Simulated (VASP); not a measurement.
Wanted: the native input for a VASP 6.6.1 run.

```yaml
Task: relaxation of the atoms
Functional: PBE
Dispersion: D3(BJ)
Potentials_or_basis: VASP PAW PBE potentials, release 64 (Zn, S)
Cutoff: 600 eV
k_mesh: 10 × 10 × 10
Occupations: gaussian, width 0.03 eV
Spin: no spin polarisation
Further_INCAR_settings: ALGO = Normal; EDIFF = 1e-07; IBRION = 2; EDIFFG = -0.01; NSW = 40
```

The structure of ZnS lies in POSCAR:

```
ZnS                                     
1.0
    0.0000000000      2.7250984678      2.7250984678
    2.7250984678      0.0000000000      2.7250984678
    2.7250984678      2.7250984678      0.0000000000
  Zn              S             
     1     1
Direct
     0.2500000000000000    0.2500000000000000    0.2500000000000000
     0.0000000000000000    0.0000000000000000    0.0000000000000000
```

The cell isn't the ideal one: a relaxed cell with its volume scaled by 1.04.

The input as run:

INCAR

```
SYSTEM = ZnS
PREC = Accurate ; ENCUT = 600
EDIFF = 1E-7 ; ISMEAR = 0
SIGMA = 0.03 ; LREAL = .FALSE.
LASPH = .TRUE. ; NELM = 80
ALGO = Normal ; ISIF = 2
LWAVE = .FALSE. ; LCHARG = .FALSE.
GGA = PE ; IVDW = 12
IBRION = 2 ; NSW = 40
EDIFFG = -0.01
```

KPOINTS

```
regular mesh
0
G
  10 10 10
  0 0 0
```

Potentials or basis: VASP PAW PBE potentials, release 64 (Zn, S).

The run is started by

```sh
$ cat potpaw_PBE.64/Zn/POTCAR potpaw_PBE.64/S/POTCAR > POTCAR
$ mpirun -np 1 vasp_std > vasp.out
```

Results of the run:

```json
{
  "Pressure after relaxing": "-2.7 GPa",
  "Band gap on the k mesh": "2.00 eV, direct",
  "Dispersion energy per atom": "-0.300 eV"
}
```

Caveat: the relaxation stopped at its first step, so nothing moved.

Run time: 20 s on 1 thread of Intel(R) Xeon(R) 6975P-C (Granite Rapids), on a shared host, peak memory 0.2 GiB.
